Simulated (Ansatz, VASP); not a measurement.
**Pd in VASP and in Ansatz**

```
Pd
1.0
     0.00000    1.97211    1.97211
     1.97211    0.00000    1.97211
     1.97211    1.97211    0.00000
Pd
1
Cartesian
  0.0000 0.0000 0.0000
```

Alike in both runs: task single point; functional LDA; k mesh 12 × 12 × 12; occupations fermi-dirac, width 0.05 eV; non-collinear spin, spin-orbit coupling.

```csv
,VASP,Ansatz
version,VASP 6.6.1,Ansatz 0.2.0
potentials or method,"VASP PAW LDA potentials, release 64 (Pd)",Ansatz PAW
plane-wave cutoff (eV),520,420
valence electrons in the cell,10,18
```

|  | VASP | Ansatz | Ansatz less VASP |
| --- | --- | --- | --- |
| gap on the k mesh at the Fermi level (eV) | none | none | - |
| pressure (GPa) | -14.6 | -14.8 | -0.23 |
| net moment per atom (μB) | 0.00 | 0.00 | 0.000 |

A gap of «none» marks a metal or a gap that the smearing closes. The two sets of potentials don't hold the same shells in valence.

Caveats: the PAW data sets come from PBE, with cores solved anew for the run's functional, which leaves a small shift of forces and pressure (Ansatz).
